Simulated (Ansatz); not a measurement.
BeO (wurtzite)

```xyz
4
Lattice="2.6902 0.0000 0.0000 -1.3451 2.3298 0.0000 0.0000 0.0000 4.3694" Properties=species:S:1:pos:R:3 pbc="T T T"
Be     1.3451     0.7766     0.0063
Be     0.0000     1.5532     2.1910
O      1.3451     0.7766     2.7254
O      0.0000     1.5532     0.5407
```

Grid over V/V₀ and (c/a)/(c/a)₀, subscript 0 meaning the relaxed cell; the conventional c axis lies along z; no internal relaxation.

Level of theory: r2SCAN (plane waves to 500 eV, PAW, scalar-relativistic; Ansatz, a first-principles code). k mesh 14×14×8 (Γ-centred), Fermi-Dirac smearing 0.05 eV. Stress and pressure are positive under compression. As the atoms are clamped, bonds stretch with the cell, which overstates energies and stresses. BeO was relaxed with its symmetry unable to fall. The PAW data are Ansatz's earlier set.

At one point of the scan the stress tensor (GPa) is:

```
  -12.0      0.0      0.0
    0.0    -12.0      0.0
    0.0      0.0     14.3
```

**Question.** Which point is it?
A. V/V₀ = 0.980, (c/a)/(c/a)₀ = 0.940
B. V/V₀ = 1.020, (c/a)/(c/a)₀ = 0.940
C. V/V₀ = 1.020, (c/a)/(c/a)₀ = 0.880
D. V/V₀ = 1.040, (c/a)/(c/a)₀ = 0.880

**Answer.** B, V/V₀ = 1.020, (c/a)/(c/a)₀ = 0.940

(Under strain, the slope of the energy per volume gives the stress and its curvature an elastic modulus.)
